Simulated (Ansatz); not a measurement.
Runs of Ansatz 0.2.0 on Ba. It takes space group Im-3m (No. 229, cubic). Conventional cell: a = 5.013 Å, b = 5.013 Å, c = 5.013 Å, α = 90.00°, β = 90.00°, γ = 90.00°. Ba (site symmetry m-3m) has 8 Ba at 4.34 Å as nearest neighbours. 

| task | level | spin | fixed moment (μB) | k mesh | cutoff (eV) | smearing | gap on the mesh (eV) | pressure (GPa) |
| --- | --- | --- | --- | --- | --- | --- | --- | --- |
| single point | RPBE | off | - | 8 × 8 × 8 | 74 | gaussian 0.1 eV | none | 0.7 |
| single point | PBEsol | off | - | 8 × 8 × 8 | 74 | gaussian 0.05 eV | none | -0.7 |
| elastic constants | revPBE | off | - | 6 × 6 × 6 | 80 | gaussian 0.1 eV | none | 0.7 |
| single point | PBEsol+D3(BJ) | collinear, ferromagnetic start | 2.0 | 8 × 8 × 8 | 74 | fermi-dirac 0.05 eV | - | (a) |

Alike in all rows: potentials or basis all-electron LAPW, scalar-relativistic; cell as given; basis error allowed 0.001 eV/atom.

Fill in the values left out.

(a) -1.3.

Caveats: the k mesh is thin for a metal, which can move the energy by tens of meV per atom (some runs); a metal's response needs a denser mesh (some runs); elastic constants of metals need much finer meshes, so these are rough (some runs); the total moment is fixed, so each spin has its own Fermi level (some runs).

A k mesh can miss the band edges, and the runs leave out spin-orbit coupling on Ba.

A gap of «none» marks a metal or a gap under the smearing width.

Runs at the PBE level aren't shown here.
